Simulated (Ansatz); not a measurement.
**TaN from its elements: all-electron against pseudopotential results**

```yaml
crystal:
  lattice:
    - [3.12376, 0.00000, 0.00000]
    - [-1.56188, 2.70526, 0.00000]
    - [0.00000, 0.00000, 6.04771]
  atoms:
    - { symbol: Ta, position: [0.33333, 0.66667, 0.02990] }
    - { symbol: Ta, position: [0.66667, 0.33333, 0.52990] }
    - { symbol: N, position: [0.33333, 0.66667, 0.35510] }
    - { symbol: N, position: [0.66667, 0.33333, 0.85510] }
```

The cell comes from a relaxation on PAW files under the same functional, begun from a database entry that needn't be the ground state.

Level of theory: DFT with PBEsol, scalar-relativistic, in Ansatz 0.2.0; a Γ-centred 10×10×5 k mesh, Fermi–Dirac smearing of 0.02 eV, no spin polarisation. LAPW: all electrons, basis error target 0.5 meV/atom; PAW: frozen-core files, cutoff 420 eV.

The elements are taken as N N2 gas, Ta bcc, each relaxed on PAW files under the same functional and computed by the same method as the compound; zero-point and thermal terms are left out.

Spin–orbit coupling is left out, which matters for the heavy atoms. The PAW files were made under PBE. The relaxed volume lies +28 % from the database entry's, so this cell isn't the real material's; missing dispersion or a faulty entry can cause that.

Give the formation energy by each method, with the residual pressure at this cell and the LAPW gap.



```tsv
method	ΔE(formation) (eV/atom)	P at this cell (GPa)	gap (eV)
LAPW	-0.888	-0.23	0.00
PAW	-0.887	0.00	–
```

Give the LAPW value for one formula unit in kJ/mol.

-0.888 eV/atom × 2 atoms × 96.485 kJ/(mol·eV) = -171.4 kJ/mol, at zero temperature and without zero-point motion.
